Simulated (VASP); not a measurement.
Output of a VASP run:

OUTCAR:
```
 ion  position               nearest neighbor table
   1  0.333  0.667  0.066-   9 2.96   9 2.96   9 2.96   7 3.15   7 3.15   7 3.15
   2  0.333  0.667  0.268-   8 2.96   8 2.96   8 2.96  10 3.15  10 3.15  10 3.15
   3  0.000  0.000  0.399-  12 2.96  12 2.96  12 2.96  10 3.15  10 3.15  10 3.15
   4  0.000  0.000  0.601-  11 2.96  11 2.96  11 2.96  13 3.15  13 3.15  13 3.15
   5  0.667  0.333  0.732-  15 2.96  15 2.96  15 2.96  13 3.15  13 3.15  13 3.15
   6  0.667  0.333  0.934-  14 2.96  14 2.96  14 2.96   7 3.15   7 3.15   7 3.15
   7  0.000  0.000  0.000-   1 3.15   6 3.15   1 3.15   6 3.15   6 3.15   1 3.15
   8  0.000  0.000  0.213-   2 2.96   2 2.96   2 2.96
   9  0.667  0.333  0.120-   1 2.96   1 2.96   1 2.96
  10  0.667  0.333  0.333-   2 3.15   2 3.15   2 3.15   3 3.15   3 3.15   3 3.15
  11  0.667  0.333  0.546-   4 2.96   4 2.96   4 2.96
  12  0.333  0.667  0.454-   3 2.96   3 2.96   3 2.96
  13  0.333  0.667  0.667-   5 3.15   5 3.15   5 3.15   4 3.15   4 3.15   4 3.15
  14  0.333  0.667  0.880-   6 2.96   6 2.96   6 2.96
  15  0.000  0.000  0.787-   5 2.96   5 2.96   5 2.96
  LATTYP: Found a hexagonal cell.
 ALAT       =     4.2796853395
 C/A-ratio  =     6.9539972093
 Subroutine PRICEL returns following result:
  LATTYP: Found a trigonal (rhomboedric) cell.
 ALAT       =    10.2233814283
 COS(alpha) =     0.9123797372
 Subroutine GETGRP returns: Found 12 space group operations
The static configuration has the point symmetry D_3d.
The dynamic configuration has the point symmetry D_3d.
 Subroutine INISYM returns: Found 12 space group operations
 Subroutine IBZKPT returns following result:
 Found     10 irreducible k-points:

 Following reciprocal coordinates:
            Coordinates               Weight
  0.000000  0.000000  0.000000      1.000000
  0.125000  0.000000  0.000000      6.000000
  0.250000  0.000000  0.000000      6.000000
  0.375000  0.000000  0.000000      6.000000
  0.500000  0.000000  0.000000      3.000000
  0.125000  0.125000  0.000000      6.000000
  0.250000  0.125000  0.000000     12.000000
  0.375000  0.125000  0.000000     12.000000
  0.250000  0.250000  0.000000      6.000000
  0.375000  0.250000  0.000000      6.000000
   k-points           NKPTS =     10   k-points in BZ     NKDIM =     10   number of bands    NBANDS=     50
   number of dos      NEDOS =    301   number of ions     NIONS =     15
   total plane-waves  NPLWV =  86400
   dimension x,y,z NGX =    24 NGY =   24 NGZ =  150
   dimension x,y,z NGXF=    48 NGYF=   48 NGZF=  300
   ions per type =               6   9
   PREC   = normal    normal or accurate (medium, high low for compatibility)
   ISTART =      0    job   : 0-new  1-cont  2-samecut
   ICHARG =      2    charge: 1-file 2-atom 10-const
   ISPIN  =      1    spin polarized calculation?
   LNONCOLLINEAR =      F non collinear calculations
   LSORBIT =      F    spin-orbit coupling
   INIWAV =      1    electr: 0-lowe 1-rand  2-diag
   ENCUT  =  400.0 eV  29.40 Ry    5.42 a.u.   6.98  6.98 48.53*2*pi/ulx,y,z
   NELM   =    100;   NELMIN=  4; NELMDL= -5     # of ELM steps
   EDIFF  = 0.1E-04   stopping-criterion for ELM
   LREAL  =      F    real-space projection
   NLSPLINE    = F    spline interpolate recip. space projectors
   LMAXMIX     =    4 max onsite mixed and CHGCAR
   VOSKOWN=      0    Vosko Wilk Nusair interpolation
   EDIFFG = -.3E-01   stopping-criterion for IOM
   NSW    =     20    number of steps for IOM
   NBLOCK =      1;   KBLOCK =     20    inner block; outer block
   IBRION =      2    ionic relax: 0-MD 1-quasi-New 2-CG
   NFREE  =      1    steps in history (QN), initial steepest desc. (CG)
   ISIF   =      2    stress and relaxation
   ISYM   =      2    0-nonsym 1-usesym 2-fastsym
   TEIN   =    0.0    initial temperature
   TEBEG  =    0.0;   TEEND  =   0.0 temperature during run
   SMASS  =  -3.00    Nose mass-parameter (am)
   PSTRESS=    0.0 pullay stress
   NELECT =      84.0000    total number of electrons
   EFERMI =   0.00;   METHOD = LEGACY
   ISMEAR =     0;   SIGMA  =   0.05  broadening in eV -4-tet -1-fermi 0-gaus
   IALGO  =     68    algorithm
   LDIAG  =      T    sub-space diagonalisation (order eigenvalues)
   IMIX   =      4    mixing-type and parameters
     AMIX     =   0.40;   BMIX     =  1.00
...
```

**OSZICAR**
```
...
RMM:   3    -0.548094847481E+02   -0.21108E-03   -0.20423E-03  1101   0.133E-01    0.106E-01
RMM:   4    -0.548094562912E+02    0.28457E-04   -0.24822E-04  1026   0.550E-02    0.595E-02
RMM:   5    -0.548094621195E+02   -0.58282E-05   -0.12718E-04   914   0.296E-02    0.202E-02
RMM:   6    -0.548094568501E+02    0.52694E-05   -0.12774E-05   583   0.143E-02
   4 F= -.61728122E+02 E0= -.61727874E+02  d E =-.682011E-02
       N       E                     dE             d eps       ncg     rms          rms(c)
DAV:   1    -0.548177974817E+02   -0.83354E-02   -0.13544E+00  1004   0.381E+00    0.527E-01
RMM:   2    -0.548242089007E+02   -0.64114E-02   -0.96530E-02  1023   0.945E-01    0.296E-01
RMM:   3    -0.548261895528E+02   -0.19807E-02   -0.18865E-02  1105   0.399E-01    0.320E-01
RMM:   4    -0.548259344270E+02    0.25513E-03   -0.22957E-03  1035   0.166E-01    0.176E-01
RMM:   5    -0.548260173722E+02   -0.82945E-04   -0.11920E-03  1096   0.895E-02    0.602E-02
RMM:   6    -0.548259812163E+02    0.36156E-04   -0.12196E-04   997   0.436E-02    0.487E-02
RMM:   7    -0.548259696009E+02    0.11615E-04   -0.65496E-05   815   0.232E-02    0.315E-02
RMM:   8    -0.548259691059E+02    0.49499E-06   -0.10713E-05   587   0.107E-02
   5 F= -.61742519E+02 E0= -.61742330E+02  d E =-.212168E-01
       N       E                     dE             d eps       ncg     rms          rms(c)
DAV:   1    -0.547975289212E+02    0.28441E-01   -0.53939E+00  1000   0.761E+00    0.108E+00
RMM:   2    -0.548231985882E+02   -0.25670E-01   -0.39101E-01  1022   0.190E+00    0.583E-01
RMM:   3    -0.548314101743E+02   -0.82116E-02   -0.77641E-02  1107   0.803E-01    0.649E-01
RMM:   4    -0.548303802383E+02    0.10299E-02   -0.88532E-03  1035   0.331E-01    0.366E-01
RMM:   5    -0.548306638246E+02   -0.28359E-03   -0.47974E-03  1090   0.180E-01    0.134E-01
RMM:   6    -0.548306369178E+02    0.26907E-04   -0.49375E-04  1066   0.882E-02    0.934E-02
RMM:   7    -0.548305535252E+02    0.83393E-04   -0.21869E-04  1058   0.456E-02    0.676E-02
RMM:   8    -0.548305787572E+02   -0.25232E-04   -0.34151E-05   687   0.204E-02    0.714E-02
RMM:   9    -0.548305225092E+02    0.56248E-04   -0.30931E-04  1075   0.254E-02    0.295E-02
RMM:  10    -0.548305562885E+02   -0.33779E-04   -0.34611E-04  1073   0.241E-02    0.381E-02
RMM:  11    -0.548305450364E+02    0.11252E-04   -0.10361E-05   601   0.926E-03    0.375E-02
RMM:  12    -0.548305200736E+02    0.24963E-04   -0.18474E-04   988   0.168E-02    0.615E-03
RMM:  13    -0.548305207958E+02   -0.72222E-06   -0.88904E-06   510   0.609E-03
   6 F= -.61743698E+02 E0= -.61743563E+02  d E =-.223964E-01
       N       E                     dE             d eps       ncg     rms          rms(c)
DAV:   1    -0.548258938653E+02    0.46262E-02   -0.11712E+00  1000   0.355E+00    0.479E-01
RMM:   2    -0.548316403822E+02   -0.57465E-02   -0.82669E-02  1019   0.883E-01    0.289E-01
RMM:   3    -0.548333140851E+02   -0.16737E-02   -0.15928E-02  1108   0.369E-01    0.320E-01
RMM:   4    -0.548331101483E+02    0.20394E-03   -0.20032E-03  1039   0.153E-01    0.179E-01
RMM:   5    -0.548332045944E+02   -0.94446E-04   -0.10669E-03  1079   0.830E-02    0.588E-02
RMM:   6    -0.548331794514E+02    0.25143E-04   -0.10723E-04   992   0.413E-02    0.582E-02
RMM:   7    -0.548331611827E+02    0.18269E-04   -0.68706E-05   820   0.230E-02    0.352E-02
RMM:   8    -0.548331659855E+02   -0.48028E-05   -0.86168E-06   587   0.108E-02
   7 F= -.61747770E+02 E0= -.61747622E+02  d E =-.264676E-01
```

File OUTCAR:
```
------------------------ aborting loop because EDIFF is reached ----------------------------------------
 Edisp (eV)   -6.91460
  FORCE on cell =-STRESS in cart. coord.  units (eV):
  Direction    XX          YY          ZZ          XY          YZ          ZX
  --------------------------------------------------------------------------------------
  Total      -0.26628    -0.26628    -0.17047    -0.00000     0.00000     0.00000
  in kB      -0.90377    -0.90377    -0.57857    -0.00000     0.00000     0.00000
  external pressure =       -0.80 kB  Pullay stress =        0.00 kB
  volume of cell :      472.06
      direct lattice vectors                 reciprocal lattice vectors
     4.279685340  0.000000000  0.000000000     0.233662038  0.134904849  0.000000000
    -2.139842670  3.706316001  0.000000000     0.000000000  0.269809698  0.000000000
     0.000000000  0.000000000 29.760919907     0.000000000  0.000000000  0.033601112
 POSITION                                       TOTAL-FORCE (eV/Angst)
 -----------------------------------------------------------------------------------
     -0.00000      2.47088      1.95765        -0.000000     -0.000000     -0.005957
     -0.00000      2.47088      7.96267         0.000000      0.000000      0.005957
      0.00000      0.00000     11.87795        -0.000000     -0.000000     -0.005957
      0.00000      0.00000     17.88297         0.000000      0.000000      0.005957
      2.13984      1.23544     21.79824        -0.000000     -0.000000     -0.005957
      2.13984      1.23544     27.80327         0.000000      0.000000      0.005957
      0.00000      0.00000      0.00000        -0.000000      0.000000      0.000000
     -0.00000      0.00000      6.24839         0.000000     -0.000000     -0.004286
      2.13984      1.23544      3.67190        -0.000000      0.000000      0.004286
      2.13984      1.23544      9.92030        -0.000000      0.000000      0.000000
      2.13984      1.23544     16.16869         0.000000     -0.000000     -0.004286
     -0.00000      2.47088     13.59223        -0.000000      0.000000      0.004286
     -0.00000      2.47088     19.84062         0.000000      0.000000      0.000000
     -0.00000      2.47088     26.08902         0.000000     -0.000000     -0.004286
      0.00000      0.00000     23.51253        -0.000000      0.000000      0.004286
 -----------------------------------------------------------------------------------
    total drift:                               -0.000000     -0.000000      0.000000
  FREE ENERGIE OF THE ION-ELECTRON SYSTEM (eV)
  ---------------------------------------------------
  free  energy   TOTEN  =       -61.7477695860 eV

  energy  without entropy=      -61.7474735004  energy(sigma->0) =      -61.74762154

 reached required accuracy - stopping structural energy minimisation
```
(Selected blocks of OUTCAR.)

File POSCAR:
```
Sb2Te3
1
    4.2796853395     0.0000000000     0.0000000000
   -2.1398426697     3.7063160012     0.0000000000
    0.0000000000     0.0000000000    29.7609199074
Sb Te
6 9
Direct
  0.3333330000   0.6666670000   0.0656670000
  0.3333330000   0.6666670000   0.2676670000
  0.0000000000   0.0000000000   0.3990000000
  0.0000000000   0.0000000000   0.6010000000
  0.6666670000   0.3333330000   0.7323330000
  0.6666670000   0.3333330000   0.9343330000
  0.0000000000   0.0000000000   0.0000000000
  0.0000000000   0.0000000000   0.2130000000
  0.6666670000   0.3333330000   0.1203330000
  0.6666670000   0.3333330000   0.3333330000
  0.6666670000   0.3333330000   0.5463330000
  0.3333330000   0.6666670000   0.4536670000
  0.3333330000   0.6666670000   0.6666670000
  0.3333330000   0.6666670000   0.8796670000
  0.0000000000   0.0000000000   0.7870000000
```

Problem. Write an INCAR and KPOINTS that could have produced this output.

Solution. Several could match; the one computed here: the input of the run itself, PBE GGA with D3 dispersion (Becke-Johnson damping), plane waves, VASP's PBE PAW potentials (set 64).

INCAR:
```
ALGO  =  Fast
EDIFF  =  1E-5
EDIFFG  =  -0.03
ENCUT  =  400
GGA  =  PE
IBRION  =  2
ISIF  =  2
ISMEAR  =  0
IVDW  =  12
LASPH  =  .True.
LCHARG  =  .False.
LMAXMIX  =  4
LREAL  =  .False.
LWAVE  =  .False.
NELM  =  100
NELMIN  =  4
NSW  =  20
PREC  =  Normal
SIGMA  =  0.05
SYSTEM  =  Sb2Te3
```

KPOINTS:
```
Regular mesh
0
gamma
 8 8 1
0 0 0
```

POTCAR, in this order: Sb Te (PBE.64 set). Program: vasp_std.

The compound is Sb2Te3 in the tetradymite structure. This run relaxes the ions in a fixed cell. Symmetry was kept, so distortions that lower it aren't found.
